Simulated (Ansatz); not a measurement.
# HgTe (Coloradoite) under changes of volume

One of the cells (33.215 Å³/atom); the others are scaled copies at fixed shape and fractional positions:

```
Hg Te
1.0
     0.00000    3.21450    3.21450
     3.21450    0.00000    3.21450
     3.21450    3.21450    0.00000
Hg Te
1 1
Direct
  0.00000 0.00000 0.00000
  0.75000 0.75000 0.75000
```

| Item | Value |
| --- | --- |
| Program | Ansatz 0.2.0 |
| Functional | LDA |
| Potentials or basis | Ansatz PAW |
| Cutoff | 420 eV (not typed: the program's choice for these potentials) |
| k mesh | 7 × 7 × 7 |
| Occupations | fermi-dirac, width 0.05 eV |
| Spin | no spin polarisation |

| volume (Å³/atom) | energy over the lowest point (meV/atom) | pressure (GPa) |
| --- | --- | --- |
| 31.223 | 22.36 | 3.6 |
| 31.887 | 10.00 | 2.3 |
| 32.551 | ? | ? |
| 33.215 | 0.00 | 0.2 |
| 33.880 | 1.26 | -0.7 |
| 34.544 | 6.06 | -1.5 |
| 35.208 | 13.99 | -2.3 |

Problem. What does the run at 32.551 Å³/atom give?

Solution. Energy over the lowest point 2.73 meV/atom; pressure 1.2 GPa.

Worked out: A Birch-Murnaghan fit of order 3 (a polynomial in V^(-2/3)) to the other rows has its minimum at 33.33 Å³/atom with B0 = V·E''(V) = 47 GPa and B' = 5.1. It gives 2.74 meV/atom at 32.551 Å³/atom, against the run's 2.73, and -dE/dV = 1.2 GPa, against 1.2.

Energies are extrapolated to zero smearing.

Caveats: the PAW data sets come from PBE, with cores solved anew for the run's functional, which leaves a small shift of forces and pressure.
